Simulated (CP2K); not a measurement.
Crystal: W.

```
W
1.0
     2.80966    0.00000    0.00000
     0.00000    4.86387    0.00000
     0.00000    0.00000    4.92370
W
4
Direct
  0.79317 0.93684 0.75000
  0.20683 0.43684 0.75000
  0.20683 0.06316 0.25000
  0.79317 0.56316 0.25000
```

This isn't the form of W at room conditions, which is bcc.

* Program: CP2K 2026.2
* Task: relaxation of cell and atoms
* Functional: PBEsol
* Potentials or basis: POTENTIAL_UZH W GTH-PBE-q14; TZVP-MOLOPT-PBE-GTH basis
* Density cutoff: 6123 eV
* k mesh: 7 × 4 × 4
* Occupations: fermi-dirac, width 0.1 eV
* Spin: no spin polarisation

At the start: pressure -10.7 GPa; volume 16.82 Å³/atom.

Problem. Where does the relaxation end?

Solution. Over 25 steps the energy falls by 116.0 meV/atom and the volume is 16.08 Å³/atom (-4.4 %); space group Pbcm (No. 57, to 0.05 Å).

The path:
```tsv
step	energy change (eV)	largest force (eV/Å)	volume (Å³)
1	0.0000	0.0451	67.29
2	-0.0421	0.0652	66.61
3	-0.0997	0.1981	64.35
4	-0.1028	0.1866	64.53
5	-0.1141	0.1851	64.84
6	-0.1662	0.3134	65.50
7	-0.2623	0.2980	66.66
8	-0.3062	0.2585	65.81
9	-0.3601	0.2093	64.98
10	-0.3862	0.1678	63.89
11	-0.3890	0.1661	63.97
12	-0.3947	0.1861	64.10
13	-0.4096	0.2788	64.38
14	-0.4215	0.3160	64.57
15	-0.4379	0.2678	64.60
16	-0.4461	0.1993	64.38
17	-0.4493	0.1655	64.35
18	-0.4595	0.0633	64.18
19	-0.4634	0.0314	64.21
20	-0.4638	0.0169	64.29
21	-0.4639	0.0076	64.31
22	-0.4639	0.0058	64.31
23	-0.4640	0.0015	64.32
24	-0.4640	0.0010	64.33
25	-0.4640	0.0010	64.33
```

Final structure:
```
W
1.0
     2.61544    0.00000    0.00000
     0.00000    5.22567    0.00000
     0.00000    0.00000    4.70671
W
4
Direct
  0.80871 0.90188 0.75000
  0.19129 0.40188 0.75000
  0.19129 0.09812 0.25000
  0.80871 0.59812 0.25000
```

Caveat: the potentials were made for another functional, which shifts forces and pressure; the basis of atomic orbitals isn't converged, which shifts pressures, moduli and gaps.
